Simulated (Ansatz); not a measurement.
BaF2 (fluorite)

```yaml
crystal:
  lattice:
    - [0.00000, 6.24642, 6.24642]
    - [3.12321, 0.00000, 3.12321]
    - [3.12321, 3.12321, 0.00000]
  atoms:
    - { symbol: Ba, position: [0.00000, 0.00000, 0.00000] }
    - { symbol: Ba, position: [0.50000, 0.00000, 0.00000] }
    - { symbol: F, position: [0.12500, 0.25000, 0.25000] }
    - { symbol: F, position: [0.62500, 0.25000, 0.25000] }
    - { symbol: F, position: [0.37500, 0.75000, 0.75000] }
    - { symbol: F, position: [0.87500, 0.75000, 0.75000] }
```

A phonon eigenvector at L = (0.5, 0.0, 0.0) is frozen into this cell: atom i moves by Q times the vector below, so Q is the largest atomic displacement, in Å. The cell is held. (q is in reciprocal vectors of the primitive cell; the cell shown is doubled to hold the pattern.)

```csv
atom,x,y,z
Ba1,0.116,-0.116,-0.116
Ba2,-0.116,0.116,0.116
F3,-0.577,0.577,0.577
F4,0.577,-0.577,-0.577
F5,0.577,-0.577,-0.577
F6,-0.577,0.577,0.577
```

Calculation: PBE (plane waves to 420 eV, PAW, scalar-relativistic; Ansatz, an electronic-structure program). k mesh 9×9×9 (Γ-centred), Fermi-Dirac smearing 0.05 eV. E stands for the smeared free energy. BaF2 was relaxed with its symmetry unable to fall. The zero of ΔE is the undisplaced structure.

| Q (Å) | ΔE (meV/cell) |
|---|---|
| -0.1000 | withheld |
| -0.0833 | 51.0 |
| -0.0667 | 32.6 |
| -0.0500 | 18.4 |
| -0.0333 | 8.2 |
| -0.0167 | 2.0 |
| 0.0000 | 0.0 |
| 0.0167 | 2.0 |
| 0.0333 | 8.2 |
| 0.0500 | 18.4 |
| 0.0667 | 32.6 |
| 0.0833 | 51.0 |
| 0.1000 | withheld |

**Question.** Fit an even polynomial form (powers 2, 4) to the given rows and predict ΔE at Q = 0.1000.

**Answer.** Least squares on the 11 given rows: ΔE = (7339)·Q² + (1063)·Q⁴, in meV/cell with Q in Å; root-mean-square residual 0.05 meV/cell. At 0.1000 the fit gives 73.5 meV/cell; the calculation gives 73.3 meV/cell, so the extrapolation is off by 0.2 (+0.3 %). The quadratic term alone would give 73.4 meV/cell.

(A displaced cell: forces are minus the slopes of the energy, force constants its curvatures, and phonons follow from these.)
